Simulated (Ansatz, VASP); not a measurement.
**Two plane-wave programs on K**

File INCAR:

```
PREC = Accurate
ENCUT = 520
EDIFF = 1E-7
ISMEAR = -1
SIGMA = 0.05
LREAL = F
LASPH = T
NELM = 100
ALGO = Normal
ISIF = 2
LWAVE = F
LCHARG = F
GGA = PE
NBANDS = 10
```

Contents of KPOINTS:

```
Automatic mesh
0
Gamma
  6 6 6
```

Contents of POSCAR:

```
K
1.0
    4.3949793743      0.0000000000      0.0000000000
    0.0000000000      4.3949793743      0.0000000000
    0.0000000000      0.0000000000      4.3949793743
K
1
Direct
    0.0000000000      0.0000000000      0.0000000000
```

The input input.yaml:

```yaml
crystal:
  lattice:
    - [4.3949793743, 0.0, 0.0]
    - [0.0, 4.3949793743, 0.0]
    - [0.0, 0.0, 4.3949793743]
  atoms:
    - { symbol: K, position: [0.0, 0.0, 0.0] }
hamiltonian:
  xc: pbe
  pseudopotentials: { kind: paw }
kpoints:
  mp_grid: { grid: [6, 6, 6] }
scf:
  occupations: { method: fermi_dirac, width: 0.05 }
output:
  forces: true
  stress: true
  eigenvalues: true
  write_density: true
  write_potential: true
  elf: true
  volumetric_format: npy
```

Change from the starting cell: volume scaled by 1.06.

Alike in both runs: task single point; functional PBE; k mesh 6 × 6 × 6; occupations fermi-dirac, width 0.05 eV; no spin polarisation.

|  | VASP | Ansatz |
| --- | --- | --- |
| version | VASP 6.6.1 | Ansatz 0.2.0 |
| potentials or method | VASP PAW PBE potentials, release 64 (K_sv) | Ansatz PAW |
| plane-wave cutoff (eV) | 520 | 420 |
| valence electrons in the cell | 9 | 9 |

```tsv
	VASP	Ansatz	Ansatz less VASP
gap on the k mesh at the Fermi level (eV)	none	none	-
pressure (GPa)	-0.2	-0.2	+0.01
```

A gap of «none» marks a metal or a gap that the smearing closes.
